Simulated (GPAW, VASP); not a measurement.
Given: the input of a run of VASP 6.6.1 on HfB2. 

INCAR

```
SYSTEM = HfB2
ALGO = Fast
EDIFF = 1E-7
ENCUT = 520
ISIF = 2
ISMEAR = -1
LASPH = .True.
LCHARG = .False.
LDAU = .True.
LDAUJ = 0 0
LDAUL = 2 -1
LDAUPRINT = 1
LDAUTYPE = 2
LDAUU = 6 0
LMAXMIX = 4
LREAL = .False.
LWAVE = .False.
NBANDS = 15
NELM = 100
PREC = Accurate
SIGMA = 0.05
```

KPOINTS

```
k-points
0
Gamma
  10 10 8
  0 0 0
```

POSCAR

```
HfB2
1.0
    3.1400000000      0.0000000000      0.0000000000
   -1.5700000000      2.7193197679      0.0000000000
    0.0000000000      0.0000000000      3.4800000000
Hf B
1 2
Direct
    0.0000000000      0.0000000000      0.0000000000
    0.6666666667      0.3333333333      0.5000000000
    0.3333333333      0.6666666667      0.5000000000
```

Potentials or basis: VASP PAW LDA potentials, release 64 (Hf_pv, B).

Command:

```sh
$ cat potpaw_LDA.64/Hf_pv/POTCAR potpaw_LDA.64/B/POTCAR > POTCAR
$ mpirun -np 1 vasp_std > vasp.out
```

**Question.** Translate it to GPAW 26.7.0 (ASE script). Potentials or basis there: the program's PAW data sets (release 1.2.1) made for this functional, cutoff 800 eV.

**Answer.** As run (cutoffs and basis follow the program's own potentials, and thresholds, step limits or extra output files can differ):

Contents of run.py:

```python
from ase.dft.bandgap import bandgap
from ase.io import read, write
from ase.units import Bohr, GPa
from gpaw import GPAW, PW
from gpaw.elf import elf_from_dft_calculation

atoms = read('POSCAR')

calc = GPAW(mode=PW(800),
            xc='LDA',
            kpts={'size': (10, 10, 8), 'gamma': True},
            occupations={'name': 'fermi-dirac', 'width': 0.05},
            setups={'Hf': ':d,6.0'},
            nbands=20,
            convergence={'density': 1e-05, 'energy': 1e-05},
            maxiter=150,
            txt='gpaw.txt')
atoms.calc = calc
energy = atoms.get_potential_energy()
forces = atoms.get_forces()
stress = atoms.get_stress()
calc.write('gs.gpw')
write('result.traj', atoms)
print(f'Energy: {energy:.6f} eV')
print('Forces (eV/A):')
print(forces.round(4))
print('Stress (GPa):', (stress / GPa).round(3))
print('Fermi level:', round(calc.get_fermi_level(), 4), 'eV')
print(f'Gap: {bandgap(calc)[0]:.4f} eV, direct: {bandgap(calc, direct=True)[0]:.4f} eV')

# fields on the real-space grid
write('density.cube', atoms, data=calc.get_pseudo_density() * Bohr**3)
write('potential.cube', atoms, data=calc.get_electrostatic_potential())
write('elf.cube', atoms, data=elf_from_dft_calculation(calc).data)
```

The input POSCAR:

```
HfB2
1.0
    3.1400000000      0.0000000000      0.0000000000
   -1.5700000000      2.7193197679      0.0000000000
    0.0000000000      0.0000000000      3.4800000000
Hf B
1 2
Direct
    0.0000000000      0.0000000000      0.0000000000
    0.6666666667      0.3333333333      0.5000000000
    0.3333333333      0.6666666667      0.5000000000
```

Potentials or basis: the program's PAW data sets (release 1.2.1) made for this functional, pw.

Run with:

```sh
$ OMP_NUM_THREADS=1 python run.py
```

Both were run:

|  | VASP | GPAW |
| --- | --- | --- |
| Pressure | 7.9 GPa | 8.5 GPa |

The potentials hold 16 and 18 valence electrons a cell.

The two programs' LDA may be different fits to the electron gas.

How U acts hangs on each program's projectors.

Pressure is positive in compression.
